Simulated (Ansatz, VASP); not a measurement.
## ZnS in VASP and in Ansatz

```xyz
2
Lattice="0.0000 2.6483 2.6483 2.6483 0.0000 2.6483 2.6483 2.6483 0.0000" Properties=species:S:1:pos:R:3 pbc="T T T"
Zn    0.0000    0.0000    0.0000
S     3.9725    3.9725    3.9725
```

Alike in both runs: functional LDA; k mesh 10 × 10 × 10; no spin polarisation.

Ansatz relaxed the structure, and its values are those at the end. VASP's run is a single point on that final structure, the one shown.

|  | VASP | Ansatz |
| --- | --- | --- |
| version | VASP 6.6.1 | Ansatz 0.2.0 |
| potentials or method | VASP PAW LDA potentials, release 64 (Zn, S) | scalar-relativistic, plane waves, PAW |
| plane-wave cutoff (eV) | 520 | 420 |
| occupations | gaussian, width 0.01 eV | fixed |
| valence electrons in the cell | 18 | 18 |

```csv
,VASP,Ansatz,Ansatz less VASP
gap on the k mesh at the Fermi level (eV),2.16,2.13,-0.035
least direct gap on the mesh (eV),2.16,2.13,-0.035
pressure (GPa),0.2,0.0,-0.24
```
